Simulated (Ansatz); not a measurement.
BAs, DFT, LDA, PAW with Ansatz's default frozen-core files, scalar-relativistic (Ansatz 0.2.0), run on 1 thread of Arm Neoverse V1 on a shared host.

The cell is the one relaxed in the Materials Project (mp-10044), not relaxed further here; entries there can be hypothetical. The listed cell was then made from it by scaling, straining or moving an atom.

Command: `ansatz run input.yaml --threads 1 --pin off --max-ram 2048MiB --backend cpu --events-out ev --progress --plain --runs-dir out`

```yaml
crystal:
  lattice:
    - [0.0, 2.3742760326, 2.48191581]
    - [2.3742760326, 0.0, 2.48191581]
    - [2.3742760326, 2.3742760326, 0.0]
  atoms:
    - { symbol: B, position: [0.75, 0.75, 0.75] }
    - { symbol: As, position: [0.0, 0.0, 0.0] }
kpoints:
  mp_grid: { grid: [11, 11, 11] }
scf:
  occupations: { method: fermi_dirac, width: 0.01 }
hamiltonian:
  xc: lda
  pseudopotentials: { kind: paw }
output:
  forces: true
  stress: true
  eigenvalues: true
  efg: { contact_densities: true }
```

Q: How large is the problem that the program sets up?

A: 126 irreducible k-points, 549 plane waves at Γ, 13 bands.

Q: About how long does it take, and how much memory does it use?

A: 5.2 s of wall time for 6 SCF iterations, with a peak of 0.37 GiB. Times on shared machines scatter by tens of per cent.

Q: And the same cell and mesh by full-potential LAPW, asked for forces, stress, eigenvalues, on the same hardware?

A: 27 s, peak memory 0.35 GiB.

Q: And the same cell and mesh by crystal-made all-electron datasets, asked for forces, stress, eigenvalues, efg, on the same hardware?

A: 9.1 s, peak memory 0.45 GiB.
